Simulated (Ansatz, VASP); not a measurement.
One calculation of KF, two programs

```
CELL_PARAMETERS angstrom
3.51967 0.00000 0.00000
0.00000 3.51967 0.00000
0.00000 0.00000 3.51967
ATOMIC_POSITIONS crystal
K 0.00000 0.00000 0.00000
F 0.50000 0.50000 0.50000
```

Change from the starting cell: strain +0.080 along x and y, +0.080 along z, atoms carried along.

Alike in both runs: task single point; functional PBEsol; k mesh 8 × 8 × 8; occupations gaussian, width 0.05 eV; no spin polarisation.

```csv
,VASP,Ansatz
version,VASP 6.6.1,Ansatz 0.2.0
potentials or method,"VASP PAW PBE potentials, release 64 (K_sv, F)","scalar-relativistic, plane waves, PAW"
plane-wave cutoff (eV),520,420
valence electrons in the cell,16,16
```

VASP gave:

| Property | Result |
| --- | --- |
| gap on the k mesh at the Fermi level (eV) | 4.82 |
| least direct gap on the mesh (eV) | 4.89 |
| pressure (GPa) | -5.7 |

Task: Which values does Ansatz return?

Result: gap on the k mesh at the Fermi level (eV): 4.83; least direct gap on the mesh (eV): 4.90; pressure (GPa): -5.6.

Caveats: the PAW data sets were made with another functional, which shifts forces and pressure a little (VASP). A k mesh can miss the band edges.
